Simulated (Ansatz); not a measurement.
**Hf: what relativity and spin–orbit coupling change**

```
Hf
1.0
    -1.76749    1.76749    1.76749
     1.76749   -1.76749    1.76749
     1.76749    1.76749   -1.76749
Hf
1
Direct
  0.00000 0.00000 0.00000
```

Structure from Materials Project entry mp-100 (possibly hypothetical), not relaxed further.

One fixed cell is solved with LDA by all-electron LAPW in Ansatz 0.2.0 under different relativistic treatments. Pressure is positive in compression.

Numerical set-up: a Γ-centred 14×14×14 k mesh, Fermi–Dirac smearing of 0.05 eV, basis error target 0.5 meV/atom, no spin polarisation.

| setting | P (GPa) |
| --- | --- |
| scalar-relativistic | -7.90 |
| non-relativistic | ? |
| with spin–orbit coupling | ? |
| scalar-relativistic, point nuclei | -7.91 |

(1) What belongs in the row "with spin–orbit coupling", column "P (GPa)"?

(2) Fill in "P (GPa)" for the row "non-relativistic".

## Answers

(1) -8.19.

(2) -5.11.
